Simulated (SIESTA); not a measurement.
The system is Sb.

```
CELL_PARAMETERS angstrom
0.00000 2.37124 2.37124
2.37124 0.00000 2.37124
2.37124 2.37124 0.00000
ATOMIC_POSITIONS crystal
Sb 0.00000 0.00000 0.00000
```

This isn't the form of Sb at room conditions, which is rhombohedral.

```yaml
Program: SIESTA 5.4.2
Task: single point
Functional: PBE
Potentials_or_basis: PseudoDojo 0.4 standard (PBE files)
Basis: DZP (energy shift 0.003 Ry; two zetas on semicore shells)
Grid_cutoff: 500 Ry
Energy_shift: 0.003 Ry
k_mesh: 10 × 10 × 10
Occupations: fermi-dirac, width 0.05 eV
Spin: no spin polarisation
```

On this cell: pressure 4.0 GPa; band gap on the k mesh none (metal or under the smearing width).

The same run follows on a disturbed copy (cell strained at random at fixed volume):

```
Sb
1.0
    -0.01676    2.38071    2.40165
     2.36975    0.04435    2.34054
     2.40963    2.35947    0.00447
Sb
1
Direct
  0.99246 0.01309 0.98926
```

What changes?

The energy (extrapolated to zero smearing) moves by -1.7 meV/atom; pressure 3.8 GPa; band gap on the k mesh none (metal or under the smearing width).

Stress tensor (GPa, compression positive):
```
 3.92  0.41  0.36
 0.41  4.04 -0.06
 0.36 -0.06  3.57
```

The energy falls, though the first cell shows no forces: that form is unstable against this distortion, unless noise or another electronic state is at work.

Caveats: the basis of atomic orbitals isn't converged, which shifts pressures, moduli and gaps.
